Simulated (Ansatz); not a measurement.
## ZnS: enthalpy under pressure, worked through

All numbers below come from Ansatz, DFT PBE, scalar-relativistic, plane waves, PAW. Settings: 420 eV cutoff, 12×12×6 k-mesh, Gaussian smearing of 0.02 eV, no spin polarisation.

Reference structure (relaxed):

```
Zn S
1.0
     3.84407    0.00000    0.00000
    -1.92203    3.32906    0.00000
     0.00000    0.00000    6.30464
Zn S
2 2
Cartesian
  0.0000 2.2194 0.0017
  1.9220 1.1097 3.1540
  0.0000 2.2194 2.3626
  1.9220 1.1097 5.5149
```

Cell and atoms were relaxed at each target pressure within the start's symmetry (P6_3mc), at zero temperature; other phases can be more stable under pressure. H = E + PV with P the target; E is the free energy at the smearing used, whose derivative the pressure is, per atom and counted from zero pressure.

```
P (GPa) V (Å³/atom) E − E0 (meV) H − H0 (meV)
      0       20.170           0.0           0.0
      2       19.641           3.3         248.5
      5       18.940          18.6         609.6
     10       18.033          60.6        1186.1
     20       16.686         184.0        2266.9
     40       14.950         500.1        4232.6
```

Q: Thermodynamics gives dH/dP = V along a relaxed path. Integrate V over P by the trapezoid rule and compare with the computed enthalpies.

A: With 1 eV/Å³ = 160.22 GPa, each step adds the mean volume times ΔP / 160.22:
```
P (GPa)  ∫V dP (meV) H − H0 (meV) difference (meV)
      2        248.5         248.5               0.0
      5        609.7         609.6               0.1
     10       1186.6        1186.1               0.5
     20       2270.1        2266.9               3.2
     40       4244.7        4232.6              12.1
```

V(P) curves upward, so the trapezoid rule runs high; integrating a smooth curve through the same points (P as a polynomial of degree 4 in ln V) puts that excess at about 12.4 meV at 40 GPa, against the 12.1 meV found.

Q: At 40 GPa, how much of the enthalpy change is stored energy and how much is the PV term?

A: E rises by 500 meV/atom and PV is 40 × 14.950 / 160.22 = 3732 meV/atom, so PV makes 88 % of ΔH. So between rival structures at high pressure a small difference in volume can outweigh the difference in energy: 1 % of this volume is worth 37.3 meV/atom at this pressure.

Q: What bulk modulus do the lowest pressures give?

A: From the pressures that the runs reached, -1.99 GPa (20.817 Å³) and 2.00 GPa (19.641 Å³), B = −ΔP/Δln V = 3.99 / 0.0582 = 69 GPa, a mean over that range.

Q: The gap is 1.945 eV at -1.99 GPa and 2.198 eV at 2.00 GPa. What pressure coefficient and volume deformation potential follow?

A: dE_g/dP = 63.3 meV/GPa, and a_V = dE_g/d ln V = −B dE_g/dP = -4.35 eV. A gap that opens under pressure, with a_V of several eV below zero, is what an s-like antibonding conduction edge gives, since compression pushes it up. If the edges move to other points of the zone within the range, this is a mean of two slopes. Gaps are Kohn–Sham gaps over the whole zone.